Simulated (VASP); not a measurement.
Input of a VASP 6.6.1 run:

Contents of INCAR:

```
ALGO = Normal
BPARAM = 11.95
CPARAM = 0.0093
EDIFF = 1E-6
EDIFFG = -0.01
ENCUT = 600
IBRION = 2
ISIF = 3
ISMEAR = 0
IVDW_NL = 2
KPAR = 2
LASPH = T
LATTICE_CONSTRAINTS = .TRUE. .TRUE. .FALSE.
LCHARG = F
LMIXTAU = T
LREAL = F
LUSE_VDW = T
LWAVE = F
METAGGA = R2SCAN
NELM = 120
NSW = 90
PREC = Accurate
SIGMA = 0.03
```

The input KPOINTS:

```
k-points
0
Gamma
  10 8 1
```

POSCAR

```
P
1.0
    3.3164000000      0.0000000000      0.0000000000
    0.0000000000      4.3793000000      0.0000000000
    0.0000000000      0.0000000000     20.1307681600
P
4
Direct
    0.0000000000      0.5806800000      0.4470768300
    0.5000000000      0.9193200000      0.4470768300
    0.5000000000      0.0806800000      0.5529231700
    0.0000000000      0.4193200000      0.5529231700
```

Potentials or basis: VASP PAW PBE potentials, release 64 (P).

Launch:

```bash
$ cat potpaw_PBE.64/P/POTCAR > POTCAR
$ mpirun -np 2 vasp_std > vasp.out
```

Estimate the space group after relaxing (to 0.05 Å).

Pmna (No. 53).

What does it give for the band gap on the k mesh?

1.05 eV, direct.

Estimate the relaxed volume.

75.67 Å³/atom.

What does it give for the relaxed cell?

a = 3.281 Å, b = 4.583 Å, c = 20.131 Å, α = 90.00°, β = 90.00°, γ = 90.00°.

Final structure:
```
P
1.0
     3.28120    0.00000    0.00000
     0.00000    4.58263    0.00000
     0.00000    0.00000   20.13077
P
4
Direct
  0.00000 0.59041 0.44827
  0.50000 0.90959 0.44827
  0.50000 0.09041 0.55173
  0.00000 0.40959 0.55173
```

Caveat: the PAW data sets were made with another functional, which shifts forces and pressure a little. r2SCAN opens gaps a little over a GGA but as a rule still falls short of measured ones.
